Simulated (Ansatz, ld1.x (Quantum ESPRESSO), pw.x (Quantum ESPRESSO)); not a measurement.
From atom to crystal: PAW potential for technetium (Tc)

* Element: technetium
* Generator: ld1.x (Quantum ESPRESSO) 7.5
* Type: PAW
* Functional: PBE
* Relativity: scalar-relativistic
* Frozen core: [Ar] 3d10
* Valence charge: 15
* Reference configuration: 4s2 4p6 4d5 5s2 5p0
* Partial waves: 4s (bound): rcut 1.35, rcutus 1.75 bohr; 5s (bound): rcut 1.35, rcutus 1.75 bohr; 4p (bound): rcut 1.70, rcutus 1.90 bohr; 5p (bound, empty): rcut 1.70, rcutus 1.90 bohr; 4d (bound): rcut 1.95, rcutus 2.35 bohr; 4d channel at -0.15 Ry: rcut 1.95, rcutus 2.35 bohr
* Local potential: all-electron potential smoothed inside 2.30 bohr (lloc = -1)
* Core correction: Bessel-smoothed model core, default radius (core density twice the valence density)
* Augmentation charge: BESSEL, radius 1.00 bohr

Atomic tests: cutoffs needed: 30 Ry and 45 Ry (the cutoffs (Ry, on a coarse ladder) from which the occupation-weighted sum of valence levels, in a spherical-Bessel basis at the reference potential, stays within 10 and 1 mRy of its value at 400 Ry); ghost test: no extra level below or beside the all-electron valence levels (s, p, d, f tested) (spherical-Bessel basis up to 400 Ry, 20 bohr box); configuration tests: test run stopped at test 4 of 7 (negative rho).

Crystal test: bcc Tc in pw.x 7.5, no spin, 15³ k-points, Fermi–Dirac smearing 0.01 Ry, cutoffs 55/440 Ry. The lattice is a test structure that the element need not adopt, and mesh and smearing are coarse.

pw.x input:

```
&control
  calculation='scf', prefix='x', pseudo_dir='./', outdir='./tmp', tstress=.true., disk_io='none'
/
&system
  ibrav=0, nat=1, ntyp=1, ecutwfc=55, ecutrho=440, nbnd=15,
  occupations='smearing', smearing='fd', degauss=0.01
/
&electrons
  conv_thr=1e-09, mixing_beta=0.4, electron_maxstep=70
/
ATOMIC_SPECIES
Tc 1.0 Tc.UPF
CELL_PARAMETERS angstrom
  -1.54077068 1.54077068 1.54077068
  1.54077068 -1.54077068 1.54077068
  1.54077068 1.54077068 -1.54077068
ATOMIC_POSITIONS crystal
Tc 0.0000 0.0000 0.0000
K_POINTS automatic
15 15 15 0 0 0
```

```bash
pw.x < Tc.scf.in > Tc.scf.out
```

Question: How does the run end?

Answer: It converges; the pressure is 3.42 GPa against 0.42 GPa from all-electron LAPW. Atomic configuration tests: test run stopped at test 4 of 7 (negative rho). The log shows:

```
     Exchange-correlation= SLA  PW   PBX  PBC
     number of k points=   120  Fermi-Dirac smearing, width (Ry)=  0.0100
     iteration #  1     ecut=    55.00 Ry     beta= 0.40
     total energy              =    -396.27433413 Ry
     estimated scf accuracy    <       0.19534826 Ry
     iteration #  2     ecut=    55.00 Ry     beta= 0.40
     total energy              =    -396.28355328 Ry
     estimated scf accuracy    <       0.03693402 Ry
     iteration #  3     ecut=    55.00 Ry     beta= 0.40
     total energy              =    -396.28480660 Ry
     estimated scf accuracy    <       0.00476664 Ry
     iteration #  4     ecut=    55.00 Ry     beta= 0.40
     total energy              =    -396.28532131 Ry
     estimated scf accuracy    <       0.00004765 Ry
     [... 26 iterations left out ...]
     iteration # 31     ecut=    55.00 Ry     beta= 0.40
     total energy              =    -396.28549070 Ry
     estimated scf accuracy    <       0.00000012 Ry
     iteration # 32     ecut=    55.00 Ry     beta= 0.40
     total energy              =    -396.28549073 Ry
     estimated scf accuracy    <       0.00000004 Ry
     iteration # 33     ecut=    55.00 Ry     beta= 0.40
     total energy              =    -396.28549072 Ry
     estimated scf accuracy    <       0.00000002 Ry
     iteration # 34     ecut=    55.00 Ry     beta= 0.40
     the Fermi energy is    21.6436 ev
!    total energy              =    -396.28549073 Ry
     estimated scf accuracy    <          3.3E-10 Ry
     smearing contrib. (-TS)   =      -0.00662369 Ry
     The total energy is F=E-TS. E is the sum of the following terms:
     one-electron contribution =     -20.61714696 Ry
     hartree contribution      =      29.62599874 Ry
     xc contribution           =     -91.16830790 Ry
     ewald contribution        =    -140.61302961 Ry
     one-center paw contrib.   =    -173.50638130 Ry
     convergence has been achieved in  34 iterations
          total   stress  (Ry/bohr**3)                   (kbar)     P=       34.17
     Message from routine punch:
     Nothing written, as per user request (disk_io='none')
```
